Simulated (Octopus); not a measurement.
# Sn (Fd-3m) in Octopus: equation of state

How stiff is Sn in PBE, and what volume does it want? The cell is scaled to several volumes.

Program: Octopus 16.4. These are calculated values, not measurements. Logs are shortened: lines on timing, memory, paths and dates and some standing lists are left out, and cuts for length are marked.

## (1) Starting point

The structure is cubic, space group Fd-3m (No. 227). The conventional cell has a = 6.467 Å, b = 6.467 Å, c = 6.467 Å, α = 90.00°, β = 90.00°, γ = 90.00°. Around Sn (site symmetry -43m) lie 4 Sn at 2.80 Å.

This isn't the form of Sn at room conditions, which is tetragonal (white tin).

## (2) Equation of state, PBE, 33.80 Å³/atom

The input, inp:

```
CalculationMode = gs
UnitsOutput = eV_Angstrom
PeriodicDimensions = 3
ExperimentalFeatures = yes
PseudopotentialSet = pseudodojo_pbe
%LatticeParameters
 1*angstrom | 1*angstrom | 1*angstrom
%
%LatticeVectors
 0 | 3.2333428 | 3.2333428
 3.2333428 | 0 | 3.2333428
 3.2333428 | 3.2333428 | 0
%
%ReducedCoordinates
 "Sn" | 0.75 | 0.75 | 0.75
 "Sn" | 0.5 | 0.5 | 0.5
%
%Spacing
 0.14289491*angstrom | 0.14289491*angstrom | 0.14289491*angstrom
%
DerivativesOrder = 8
%KPointsGrid
 7 | 7 | 7
%
KPointsUseSymmetries = yes
XCFunctional = gga_x_pbe + gga_c_pbe
SmearingFunction = fermi_dirac
Smearing = 0.05*eV
ExtraStates = 6
Eigensolver = chebyshev_filter
ConvRelDens = 3e-7
MaximumIter = 120
%Output
 density | cube
 elf | cube
 potential | cube
%
```

Potentials or basis: pseudodojo_pbe (PseudoDojo 0.5, PBE).

Command:

```sh
$ OMP_NUM_THREADS=1 octopus > out.log
```

out.log:

```text
Running octopus

Version                : 16.4
Optional libraries     :

************************** Calculation Mode **************************
Input: [CalculationMode = gs]
**********************************************************************

Input: [SpinComponents = unpolarized]

******************************* Space ********************************
Octopus will run in 3 dimension(s).
Octopus will treat the system as periodic in 3 dimension(s).
**********************************************************************

Input: [AllElectronType = no]
Input: [PseudopotentialSet = pseudodojo_pbe]
Reading Coordinates from ReducedCoordinates block

****************************** Species *******************************
  Species 'Sn'
    type             : pseudopotential
    file             : 'Sn.upf'
    file format      : UPF2
    valence charge   : 14.0
    atomic number    :  50
    form on file     : kleinman-bylander
    lmax             : 2
    llocal           : -1
    projectors per l : 2
    total projectors : 6
    application form : kleinman-bylander
    orbitals         :  9
    bound orbitals   :  9

**********************************************************************

***************************** Symmetries *****************************
Space group No.  227
International: Fd-3m
Schoenflies: Oh^7
Info: The system has    24 symmorphic symmetries that can be used.
  Index                Rotation matrix                      Fractional translations
    1 :     1   0   0     0   1   0     0   0   1      0.000000    0.000000    0.000000
    2 :     0   1  -1     1   0  -1     0   0  -1      0.000000    0.000000    0.000000
    3 :    -1   0   0    -1   0   1    -1   1   0      0.000000    0.000000    0.000000
    4 :     0  -1   1     0  -1   0     1  -1   0      0.000000    0.000000    0.000000
    5 :     0   1   0     0   0   1     1   0   0      0.000000    0.000000    0.000000
    6 :    -1   0   1    -1   1   0    -1   0   0      0.000000    0.000000    0.000000
[... 16 lines left out ...]
   23 :     1   0   0     0   0   1     0   1   0      0.000000    0.000000    0.000000
   24 :     0  -1   1     1  -1   0     0  -1   0      0.000000    0.000000    0.000000
Info: The system also has    24 nonsymmorphic symmetries (not used for electrons).
    1 :     1   0  -1     1   0   0     1  -1   0      0.250000    0.250000    0.250000
    2 :     0   1   0     0   1  -1    -1   1   0      0.250000    0.250000    0.250000
    3 :     0  -1   0    -1   0   0     0   0  -1      0.250000    0.250000    0.250000
    4 :    -1   0   1     0  -1   1     0   0   1      0.250000    0.250000    0.250000
    5 :    -1   1   0     0   1   0     0   1  -1      0.250000    0.250000    0.250000
    6 :     0   0   1    -1   0   1     0  -1   1      0.250000    0.250000    0.250000
[... 16 lines left out ...]
   23 :     0   0   1     0  -1   1    -1   0   1      0.250000    0.250000    0.250000
   24 :     1  -1   0     1   0   0     1   0  -1      0.250000    0.250000    0.250000
**********************************************************************

Input: [CurvMethod = curv_affine]
Input: [DerivativesStencil = stencil_stargeneral]

****************************** Lattice *******************************
  Lattice Vectors [A]
    0.000000    3.233343    3.233343
    3.233343    0.000000    3.233343
    3.233343    3.233343    0.000000
  Cell volume =            67.6060 [A^3]
  Reciprocal-Lattice Vectors [A^-1]
   -0.971624    0.971624    0.971624
    0.971624   -0.971624    0.971624
    0.971624    0.971624   -0.971624
  Cell angles [degree]
    alpha =   60.000
    beta  =   60.000
    gamma =   60.000
**********************************************************************

Checking if the generated full k-point grid is symmetric

    20 k-points generated from parameters :
 ---------------------------------------------------
    n =    7    7    7

    s1  =  0.50  0.50  0.50

   index |      weight  |             coordinates              |
       1 |     0.002915 |    0.000000    0.000000    0.000000  |
       2 |     0.023324 |    0.142857    0.000000    0.000000  |
       3 |     0.017493 |    0.142857    0.142857    0.000000  |
       4 |     0.034985 |   -0.142857    0.142857    0.000000  |
       5 |     0.069971 |   -0.142857    0.142857    0.142857  |
       6 |     0.023324 |    0.285714    0.000000    0.000000  |
[... 12 lines left out ...]
      19 |     0.017493 |    0.428571    0.428571    0.000000  |
      20 |     0.034985 |   -0.428571    0.428571    0.000000  |

Input: [SmearingFunction = fermi_dirac]
Input: [SymmetrizeDensity = yes]

******************************* States *******************************
Total electronic charge  =       28.000
Number of states         =       20
States block-size        =        4
**********************************************************************
[... 5 lines left out ...]
Simulation Box:
  Type = parallelepiped
  Lengths [A] = (   4.573,   4.573,   4.573)
Main mesh:
[... 33 lines left out ...]
Info: Pseudopotential for Sn
  Radii for localized parts:
    local part     =  1.2 A
    non-local part =  1.5 A
    orbitals       =  6.2 A

Input: [RelativisticCorrection = non_relativistic]
Input: [DFTULevel = dft_u_none]
Input: [MagneticConstrain = 0]

[... 7 lines left out ...]
      Block       1 contains       4 states:       1 -       4
      Block       2 contains       4 states:       5 -       8
      Block       3 contains       4 states:       9 -      12
      Block       4 contains       4 states:      13 -      16
      Block       5 contains       4 states:      17 -      20
Info: Ground-state allocation done.
Info: Could not find 'restart/gs' directory for restart.
[... 5 lines left out ...]

**************************** Eigensolver *****************************
Input: [Eigensolver = chebyshev_filter]
Input: [SubspaceDiagonalization = standard]
**********************************************************************

Input: [MixField = potential] (what to mix during SCF cycles)
Input: [MixingScheme = broyden]
Info: Mixing uses    4 steps and restarts after   20 steps.
Input: [LCAOStart = lcao_states]
Input: [LCAOScaleFactor = 1.000]
Input: [LCAOMaximumOrbitalRadius = 10.58 A]

** Warning:
**   Cannot do LCAO for all states because there are not enough atomic orbitals.
**   Required: 20. Available: 18. 2 orbitals will be randomized.

Info: Unnormalized total charge =     28.004492
Info: Renormalized total charge =     28.000000

** Warning:
**   Symmetrization discrepancy ratio (scalar) =  2.98585E-05

Info: Setting up Hamiltonian.
Info: Performing initial LCAO calculation with     18 orbitals.
Info: Getting Hamiltonian matrix elements.

Eigenvalues [eV]
 #st  Spin   Eigenvalue      Occupation
#k =       1, k = (  0.000000,  0.000000,  0.000000)
   1   --   -17.663287       2.000000
   2   --   -17.663287       2.000000
   3   --   -17.663179       2.000000
   4   --   -17.580875       2.000000
   5   --   -17.580875       2.000000
   6   --   -17.275081       2.000000
[... 10 lines left out ...]
  17   --     6.525894       1.999404
  18   --     6.526676       1.999394
#k =       2, k = (  0.142857,  0.000000,  0.000000)
   1   --   -17.275171       2.000000
   2   --   -17.274698       2.000000
   3   --   -17.115327       2.000000
   4   --   -17.114616       2.000000
   5   --   -16.829147       2.000000
   6   --   -16.717247       2.000000
[... 10 lines left out ...]
  17   --     7.064979       0.130281
  18   --     7.965341       0.000000
[... 18 further k-points ...]
Fermi energy =     6.931787 eV
Generating random wavefunctions for states       19 and above
Orthogonalizing wavefunctions.
Info: Ground-state restart information will be written to 'restart/gs'.
Info: SCF using complex wavefunctions.
Info: Starting SCF iteration.

** Warning:
**   Symmetrization discrepancy ratio (scalar) =  5.21737E-03

*********************** SCF CYCLE ITER #    1 ************************
 etot  = -4.29338654E+03 abs_ev   =  1.26E+02 rel_ev   =  3.55E-01
 ediff =        1.58E+02 abs_dens =  1.18E+00 rel_dens =  4.22E-02
Matrix vector products: 500
Converged eigenvectors: 0

#  State  KPoint  Eigenvalue [eV]  Occupation    Error
      1      17      -17.745689    2.000000   ( 1.0E-03)
      1      16      -17.744529    2.000000   ( 1.6E-03)
      1      11      -17.740766    2.000000   ( 1.7E-03)
      1      13      -17.738644    2.000000   ( 1.4E-03)
      1      20      -17.736120    2.000000   ( 5.5E-04)
      1      18      -17.734426    2.000000   ( 1.5E-03)
      2      17      -17.732610    2.000000   ( 1.7E-03)
      2      18      -17.731743    2.000000   ( 1.9E-03)
[... 23 lines left out ...]
     20      11       14.339284    0.000000   ( 1.4E-01)
     20      13       14.409049    0.000000   ( 1.4E-01)
     20      19       14.508274    0.000000   ( 4.8E-02)
     20       8       14.623042    0.000000   ( 1.2E-01)
     20      18       14.710958    0.000000   ( 1.2E-01)
     20      16       14.987591    0.000000   ( 1.2E-01)
     20      17       15.043040    0.000000   ( 1.2E-01)
     20      20       16.017337    0.000000   ( 1.0E-01)

Density of states:

-%--------------------------------------------------------------------
-%--------------------------------------------------------------------
-%--------------------------------------------------------------------
%%--------------------------------------------------------------------
%%--------------------------------------------------------------------
%%--------------------------------------------------------------------
%%--------------------------------------------------------------------
%%--------------------------------------------------------------------
%%--------------------------------------------------------------------
%%-------------------------%---%------%%%%-----%%%-%-%--%%---%%---%---
                                            ^

Fermi energy =     3.956444 eV

**********************************************************************

*********************** SCF CYCLE ITER #    2 ************************
 etot  = -4.29003564E+03 abs_ev   =  1.19E+00 rel_ev   =  3.37E-03
 ediff =        1.23E-01 abs_dens =  1.53E-01 rel_dens =  5.46E-03
Matrix vector products: 500
Converged eigenvectors: 0
[... 127 lines left out ...]
*********************** SCF CYCLE ITER #   13 ************************
 etot  = -4.28894375E+03 abs_ev   =  5.81E-05 rel_ev   =  1.64E-07
 ediff =        3.53E-06 abs_dens =  1.76E-06 rel_dens =  6.28E-08
Matrix vector products: 500
Converged eigenvectors: 222

#  State  KPoint  Eigenvalue [eV]  Occupation    Error
      1      17      -17.712532    2.000000   ( 2.1E-08)
      1      16      -17.711442    2.000000   ( 2.2E-08)
      1      11      -17.707535    2.000000   ( 1.8E-08)
      1      13      -17.705507    2.000000   ( 2.1E-08)
      1      20      -17.702704    2.000000   ( 2.1E-08)
      1      18      -17.701039    2.000000   ( 2.1E-08)
      2      17      -17.699682    2.000000   ( 2.1E-08)
      2      18      -17.698762    2.000000   ( 2.1E-08)
[... 23 lines left out ...]
     20      13       12.680477    0.000000   ( 2.0E-02)
     20       8       12.732722    0.000000   ( 3.0E-02)
     20      10       12.832219    0.000000   ( 4.4E-03)
     20      17       12.930654    0.000000   ( 3.2E-02)
     20      18       13.198546    0.000000   ( 2.3E-02)
     20      14       13.275078    0.000000   ( 4.5E-03)
     20      20       13.308128    0.000000   ( 3.8E-02)
     20      19       14.236424    0.000000   ( 9.1E-03)

Density of states:

-%--------------------------------------------------------------------
-%--------------------------------------------------------------------
-%--------------------------------------------------------------------
%%--------------------------------------------------------------------
%%--------------------------------------------------------------------
%%--------------------------------------------------------------------
%%--------------------------------------------------------------------
%%--------------------------------------------------------------------
%%--------------------------------------------------------------------
%%--------------------------%-----------%-%%%-----%-%-%-%%%--%%%--%---
                                               ^

Fermi energy =     4.100736 eV

**********************************************************************

Info: SCF converged in   13 iterations

** Warning:
**   Some of the states are not fully converged!

Info: Number of matrix-vector products:       6500
Info: Writing output to static/

Info: Finished writing information to 'restart/gs'.

Octopus emitted 18 warnings.
```

Wall time 4.5 min (1 thread of Arm Neoverse V1, shared host); peak memory 0.72 GiB.

Results:

- Free energy: -4288.9454 eV
- Band gap on the k mesh: none (metal or under the smearing width)

[end of part 1 of 2]
